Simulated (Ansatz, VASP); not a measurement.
One calculation of PtSe2, two programs

```
Pt Se
1.0
     3.77146    0.00000    0.00000
    -1.88573    3.26618    0.00000
     0.00000    0.00000    4.82331
Pt Se
1 2
Direct
  0.00000 0.00000 0.00000
  0.33333 0.66667 0.26546
  0.66667 0.33333 0.73454
```

Alike in both runs: functional PBE; dispersion D3(BJ); k mesh 15 × 15 × 10; occupations gaussian, width 0.1 eV; no spin polarisation.

Ansatz relaxed the structure, and its values are those at the end. VASP's run is a single point on that final structure, the one shown.

|  | VASP | Ansatz |
| --- | --- | --- |
| version | VASP 6.6.1 | Ansatz 0.2.0 |
| potentials or method | VASP PAW PBE potentials, release 64 (Pt, Se) | scalar-relativistic, plane waves, PAW |
| plane-wave cutoff (eV) | 520 | 420 |
| valence electrons in the cell | 22 | 50 |

Ansatz gave:

```
gap on the k mesh at the Fermi level (eV) : none
pressure (GPa)                            : 0.0
rms of the force components (eV/Å)        : 0.000
```

Problem. Estimate VASP's values.

Solution. gap on the k mesh at the Fermi level (eV): none; pressure (GPa): 0.0; rms of the force components (eV/Å): 0.003.

A gap of «none» marks a metal or a gap that the smearing closes. The functional is the same, so the differences come from potentials, cutoffs and numerics. The two sets of potentials don't hold the same shells in valence.

Caveats: pairwise dispersion overbinds metals, which lowers pressure and volume. The runs have no spin-orbit coupling, so splittings on Pt are missing.
